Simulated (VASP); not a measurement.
# K in VASP: further runs, part 2 of 2

VASP 6.6.1. Earlier steps stand in the parts before.

### Step 5. Single point, PBE

Input file INCAR:

```
  ALGO = Fast
  DIPOL = 0.5 0.5 0.500
  EDIFF = 1E-6
  ENCUT = 600
  GGA = PE
  IDIPOL = 3
  ISIF = 2
  ISMEAR = -1
  LASPH = True
  LCHARG = True
  LDIPOL = True
  LELF = True
  LREAL = False
  LVACPOTAV = True
  LVHAR = True
  LWAVE = False
  NELM = 60
  PREC = Accurate
  SIGMA = 0.05
```

Input file KPOINTS:

```
k-points
0
Gamma
  5 5 1
```

Input file POSCAR:

```
K
1.0
    4.7864284507      0.0000000000      0.0000000000
   -2.3932142254      4.1451686318      0.0000000000
    0.0000000000      0.0000000000     30.5168343227
K
5
Direct
    0.0000000000      0.0000000000      0.2457659900
    0.6666666667      0.3333333333      0.3728519591
    0.3333333333      0.6666666667      0.4999379282
    0.6666666667      0.3333333333      0.6271480409
    0.3333333333      0.6666666667      0.7542340100
```

Potentials or basis: VASP PAW PBE potentials, release 64 (K_sv_GW).

The run is started by

```bash
cat potpaw_PBE.64/K_sv_GW/POTCAR > POTCAR
mpirun -np 1 vasp_std > vasp.out
```

OUTCAR:

```text
EDIFF = 1E-6
   ENCUT = 600
   GGA = PE
   ISIF = 2
   ISMEAR = -1
   LASPH = True
   LREAL = False
   NELM = 60
   PREC = Accurate

 ion  position               nearest neighbor table
   1  0.000  0.000  0.246-
   2  0.667  0.333  0.373-
   3  0.333  0.667  0.500-
   4  0.667  0.333  0.627-
   5  0.333  0.667  0.754-

  LATTYP: Found a hexagonal cell.
 ALAT       =     4.7864284507
 C/A-ratio  =     6.3757005118

  Lattice vectors:

 A1 = (   4.7864284507,   0.0000000000,   0.0000000000)
 A2 = (  -2.3932142254,   4.1451686318,   0.0000000000)
 A3 = (   0.0000000000,   0.0000000000,  30.5168343227)

Analysis of symmetry for initial positions (statically):
=====================================================================
 Subroutine PRICEL returns:
 Original cell was already a primitive cell.

 Routine SETGRP: Setting up the symmetry group for a
 hexagonal supercell.

 Subroutine GETGRP returns: Found  6 space group operations
 (whereof  6 operations were pure point group operations)
 out of a pool of 24 trial point group operations.

The static configuration has the point symmetry C_3v.

Analysis of symmetry for dynamics (positions and initial velocities):
=====================================================================
 Subroutine PRICEL returns:
 Original cell was already a primitive cell.

 Routine SETGRP: Setting up the symmetry group for a
 hexagonal supercell.

 Subroutine GETGRP returns: Found  6 space group operations
 (whereof  6 operations were pure point group operations)
 out of a pool of 24 trial point group operations.

The dynamic configuration has the point symmetry C_3v.

 Subroutine INISYM returns: Found  6 space group operations
 (whereof  6 operations are pure point group operations),
 and found     1 'primitive' translations
[... 103 lines left out ...]
  Fermi-wavevector in a.u.,A,eV,Ry     =   0.688306  1.300709  6.445957  0.473764
  Thomas-Fermi vector in A             =   1.769068
   LORBIT       =      0    0 simple, 1 ext, 2 COOP (PROOUT), +10 PAW based schemes
   GGA     = PE    functional components
   LHFCALC =     F    Hartree Fock is set to
   AEXX    =    0.0000 exact exchange contribution
   IVDW    =     0    specifies the selected vdW correction
   LEPSILON=     F    determine dielectric tensor
   LRPA    =     F    only Hartree local field effects (RPA)
 non-spin polarized calculation
 RMM-DIIS sequential band-by-band and
  energy-cutoff  :      600.00
  volume of cell :      605.47
 maximum number of plane-waves:     20341
 NGX is ok and might be reduce to    40
   NGX = 19   NGY = 19   NGZ =121

 dipolmoment           0.000000      0.000000     -0.000014 electrons x Angstroem

 number of electron      45.0000000 magnetization

 dipolmoment           0.000000      0.000000      0.000023 electrons x Angstroem

 Free energy of the ion-electron system (eV)
  ---------------------------------------------------
  ext. energy  EPLUGINS =         0.00000000
  ---------------------------------------------------
  free energy    TOTEN  =       -17.35888478 eV

  energy without entropy =      -17.32996084  energy(sigma->0) =      -17.34442281

 E-fermi :  -0.2150     XC(G=0):  -3.9384

 val. band max:       -0.4752314440   @ k =   0.0000   0.0000   0.0000
 cond. band min:      -0.2041824293   @ k =   0.4000   0.0000   0.0000
 fundamental gap:      0.2710490147
 Fermi energy:        -0.2149957810

 k-point     1 :       0.0000    0.0000    0.0000
  band No.  band energies     occupation
      1     -32.5524      2.00000
      2     -32.5517      2.00000
      3     -32.4370      2.00000
      4     -32.4365      2.00000
      5     -32.4335      2.00000
      6     -16.0500      2.00000
[... 139 lines left out ...]
     26       0.8228      0.00000
     27       1.1014      0.00000

------------------------ aborting loop because EDIFF is reached ----------------------------------------

  FORCE on cell =-STRESS in cart. coord.  units (eV):
  Direction    XX          YY          ZZ          XY          YZ          ZX
  --------------------------------------------------------------------------------------
  -------------------------------------------------------------------------------------
  Total       -0.4555331     -0.4555331     -0.4420601      0.0000000      0.0000000     -0.0000000
  in kB       -1.2054169     -1.2054169     -1.1697652      0.0000000      0.0000000     -0.0000000
  external PRESSURE =      -1.1935330 kB  Pullay stress =       0.0000000 kB

 VOLUME and BASIS-vectors are now :
 -----------------------------------------------------------------------------
  energy-cutoff  :      600.00
  volume of cell :      605.47
      direct lattice vectors                 reciprocal lattice vectors
     4.786428451  0.000000000  0.000000000     0.208924046  0.120622354  0.000000000
    -2.393214225  4.145168632  0.000000000     0.000000000  0.241244709  0.000000000
     0.000000000  0.000000000 30.516834323     0.000000000  0.000000000  0.032768799

 POSITION                                       TOTAL-FORCE (eV/Angst)
 -----------------------------------------------------------------------------------
      0.00000      0.00000      7.50000        -0.000000      0.000000      0.045501
      2.39321      1.38172     11.37826        -0.000000     -0.000000     -0.031856
     -0.00000      2.76345     15.25652         0.000000     -0.000000      0.000399
      2.39321      1.38172     19.13857        -0.000000      0.000000      0.029483
     -0.00000      2.76345     23.01683         0.000000     -0.000000     -0.043528
 -----------------------------------------------------------------------------------
    total drift:                                0.000000     -0.000000      0.001459

  FREE ENERGIE OF THE ION-ELECTRON SYSTEM (eV)
  ---------------------------------------------------
  free  energy   TOTEN  =       -17.3588847807 eV

  energy  without entropy=      -17.3299608367  energy(sigma->0) =      -17.34442281

 vacuum level on the upper side and lower side of the slab         2.077         2.076
```

OSZICAR:

```text
N       E                     dE             d eps       ncg     rms          rms(c)
DAV:   1     0.737925749911E+03    0.73793E+03   -0.16198E+04   294   0.134E+03
DAV:   2     0.162136899728E+03   -0.57579E+03   -0.56154E+03   505   0.645E+02
DAV:   3    -0.138543803625E+02   -0.17599E+03   -0.17445E+03   420   0.288E+02
[... 23 lines left out ...]
RMM:  27    -0.173588764393E+02   -0.10488E-04   -0.38327E-05   244   0.213E-02    0.141E-02
RMM:  28    -0.173588813413E+02   -0.49019E-05   -0.23496E-05   234   0.115E-02    0.812E-03
RMM:  29    -0.173588832001E+02   -0.18588E-05   -0.14848E-05   225   0.111E-02    0.692E-03
RMM:  30    -0.173588840422E+02   -0.84212E-06   -0.10364E-05   211   0.630E-03    0.216E-03
RMM:  31    -0.173588847807E+02   -0.73848E-06   -0.71923E-06   200   0.658E-03
   1 F= -.17358885E+02 E0= -.17344423E+02  d E =-.289239E-01
```

It took 4.4 min on 1 thread of Intel Xeon 6975P-C (Granite Rapids), shared host; peak memory 0.77 GiB.

Results:

| Item | Value |
| --- | --- |
| Free energy | -17.3589 eV |
| Largest force | 0.046 eV/Å |
| Band gap on the k mesh | none (metal or under the smearing width) |
| Work function of the upper face | 2.29 eV |
| Work function of the lower face | 2.29 eV |

Forces on the atoms (eV/Å):
```
K    0.000  0.000  0.046
K    0.000  0.000 -0.032
K    0.000  0.000  0.000
K    0.000  0.000  0.029
K    0.000  0.000 -0.044
```

### Step 6. Single point, PBE

INCAR is that of step 5.

KPOINTS is that of step 5.

POSCAR is that of step 5.

Potentials or basis: VASP PAW PBE potentials, release 64 (K_sv_GW).

The run is started by

```bash
cat potpaw_PBE.64/K_sv_GW/POTCAR > POTCAR
mpirun -np 1 vasp_std > vasp.out
```

Run time: 4.2 min. Hardware: 1 thread of Intel Xeon 6975P-C (Granite Rapids), shared host; peak memory 0.78 GiB.

It converged, with:

* Free energy: -17.3589 eV
* Largest force: 0.046 eV/Å
* Band gap on the k mesh: none (metal or under the smearing width)
* Work function of the upper face: 2.29 eV
* Work function of the lower face: 2.29 eV

Forces on the atoms (eV/Å):
```
K    0.000  0.000  0.046
K    0.000  0.000 -0.032
K    0.000  0.000  0.000
K    0.000  0.000  0.029
K    0.000  0.000 -0.044
```

Levels at points of the mesh, in eV from the Fermi level:
```
           k point  band 20  band 21  band 22  band 23  band 24  band 25  band 26  band 27
(0.00, 0.00, 0.00)   -15.68    -2.07    -1.81    -1.42    -0.90    -0.26     0.53     1.04
```

### Step 7. The runs side by side

| potentials or basis | gap on the mesh (eV) | largest force (eV/Å) | work function (eV) |
| --- | --- | --- | --- |
| VASP PAW PBE potentials, release 64 (K_sv) | none | 0.04 | 2.28 |
| VASP PAW PBE potentials, release 64 (K_pv) | none | 0.04 | 2.28 |
| VASP PAW PBE potentials, release 64 (K_sv_GW) | none | 0.05 | 2.29 |

Alike in all rows: task single point; level PBE; no spin polarisation; cell as given; k mesh 5 × 5 × 1; cutoff (eV) 600; smearing fermi-dirac 0.05 eV.

Total energies depend on the potentials used, so only differences within one code and one set of settings carry meaning.
